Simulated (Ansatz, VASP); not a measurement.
# SiC (Moissanite 3C): VASP beside Ansatz

POSCAR

```
SiC
1.0
    0.0000000000      2.1790000000      2.1790000000
    2.1790000000      0.0000000000      2.1790000000
    2.1790000000      2.1790000000      0.0000000000
Si C
1 1
Direct
    0.0000000000      0.0000000000      0.0000000000
    0.7500000000      0.7500000000      0.7500000000
```

Contents of INCAR.step1:

```
SYSTEM = SiC
PREC = Accurate
ENCUT = 520
EDIFF = 1E-5
ISMEAR = -1
SIGMA = 0.05
LREAL = .False.
LASPH = .True.
NELM = 100
ALGO = Normal
ISIF = 2
LWAVE = .True.
LCHARG = .False.
NBANDS = 11
GGA = PE
```

The input INCAR.step2:

```
SYSTEM = SiC
PREC = Accurate
ENCUT = 520
EDIFF = 1E-6
ISMEAR = -1
SIGMA = 0.05
LREAL = .False.
LASPH = .True.
NELM = 100
ALGO = Normal
ISIF = 2
LWAVE = .False.
LCHARG = .False.
GGA = PE
LHFCALC = .True.
AEXX = 0.25
PRECFOCK = Fast
HFRCUT = -1
NBANDS = 11
ISTART = 1
```

File KPOINTS:

```
Automatic mesh
0
Gamma
  5 5 5
  0 0 0
```

File KPOINTS_OPT:

```
path GXWKGLUWLK,UX
12
line-mode
reciprocal
 0.0000000000  0.0000000000  0.0000000000  G
 0.5000000000  0.0000000000  0.5000000000  X

 0.5000000000  0.0000000000  0.5000000000  X
 0.5000000000  0.2500000000  0.7500000000  W

 0.5000000000  0.2500000000  0.7500000000  W
 0.3750000000  0.3750000000  0.7500000000  K

 0.3750000000  0.3750000000  0.7500000000  K
 0.0000000000  0.0000000000  0.0000000000  G

 0.0000000000  0.0000000000  0.0000000000  G
 0.5000000000  0.5000000000  0.5000000000  L

 0.5000000000  0.5000000000  0.5000000000  L
 0.6250000000  0.2500000000  0.6250000000  U

 0.6250000000  0.2500000000  0.6250000000  U
 0.5000000000  0.2500000000  0.7500000000  W

 0.5000000000  0.2500000000  0.7500000000  W
 0.5000000000  0.5000000000  0.5000000000  L

 0.5000000000  0.5000000000  0.5000000000  L
 0.3750000000  0.3750000000  0.7500000000  K

 0.6250000000  0.2500000000  0.6250000000  U
 0.5000000000  0.0000000000  0.5000000000  X
```

input.yaml

```yaml
crystal:
  lattice:
    - [0.0, 2.179, 2.179]
    - [2.179, 0.0, 2.179]
    - [2.179, 2.179, 0.0]
  atoms:
    - { symbol: Si, position: [0.0, 0.0, 0.0] }
    - { symbol: C, position: [0.75, 0.75, 0.75] }
hamiltonian:
  xc: pbe0
  pseudopotentials: { kind: paw }
kpoints:
  mp_grid: { grid: [5, 5, 5] }
  band_path:
    path:
      - [[0.0, 0.0, 0.0], [0.5, 0.0, 0.5], [0.5, 0.25, 0.75], [0.375, 0.375, 0.75], [0.0, 0.0, 0.0], [0.5, 0.5, 0.5], [0.625, 0.25, 0.625], [0.5, 0.25, 0.75], [0.5, 0.5, 0.5], [0.375, 0.375, 0.75]]
      - [[0.625, 0.25, 0.625], [0.5, 0.0, 0.5]]
    npoints: 4
scf:
  occupations: { method: fermi_dirac, width: 0.05 }
  n_extra_bands: 6
output:
  forces: true
  stress: true
  eigenvalues: true
  fatbands: false
```

Alike in both runs: task band structure; functional PBE0; k mesh 5 × 5 × 5; occupations fermi-dirac, width 0.05 eV; no spin polarisation.

|  | VASP | Ansatz |
| --- | --- | --- |
| version | VASP 6.6.1 | Ansatz 0.2.0 |
| potentials or method | VASP PAW PBE potentials, release 64 (Si, C) | Ansatz PAW |
| plane-wave cutoff (eV) | 520 | 420 |
| valence electrons in the cell | 8 | 8 |

Ansatz gave:

| Quantity | Value |
| --- | --- |
| gap on the k mesh at the Fermi level (eV) | 3.46 |
| least direct gap on the mesh (eV) | 6.74 |
| gap along the band path (eV) | 2.96 |
| pressure (GPa) | -1.5 |

Question: What did VASP give for the same quantities?

Answer: gap on the k mesh at the Fermi level (eV): 3.48; least direct gap on the mesh (eV): 6.77; gap along the band path (eV): 2.98; pressure (GPa): -1.9.

Caveats: the k mesh is coarse (spacing up to 0.50 Å⁻¹), so the values aren't converged, least of all with exact exchange; the PAW data sets were made with another functional, which shifts forces and pressure a little (VASP); the PAW data sets come from PBE, with cores solved anew for the run's functional, which leaves a small shift of forces and pressure (Ansatz); the thresholds are loose for stress (Ansatz).
